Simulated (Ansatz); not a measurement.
Runs of Ansatz 0.2.0 on Tc. Symmetry: Fm-3m, No. 225, cubic system. The conventional cell has a = 3.900 Å, b = 3.900 Å, c = 3.900 Å, α = 90.00°, β = 90.00°, γ = 90.00°. Around Tc (site symmetry m-3m) lie 12 Tc at 2.76 Å. This isn't the form of Tc at room conditions, which is hcp.

| task | level | cell | cutoff (eV) | smearing | pressure (GPa) | relaxed volume (Å³/atom) |
| --- | --- | --- | --- | --- | --- | --- |
| relaxation of cell and atoms | PBE | relaxed | - | fermi-dirac 0.05 eV | 0.0 | 14.50 |
| relaxation of cell and atoms | PBE+D4 | relaxed | - | fermi-dirac 0.05 eV | 0.0 | 14.21 |
| single point | PBE | the cell as VASP's run set it | 251 | gaussian 0.05 eV | -6.3 | - |
| relaxation of cell and atoms | PBE+D3(BJ) | relaxed | - | fermi-dirac 0.05 eV | 0.0 | (a) |

Alike in all rows: potentials or basis all-electron LAPW, scalar-relativistic; no spin polarisation; k mesh 12 × 12 × 12; basis error allowed 0.001 eV/atom.

Problem. Estimate the missing entries.

Solution. (a) 14.16.

The runs don't all hold the same shells in valence.
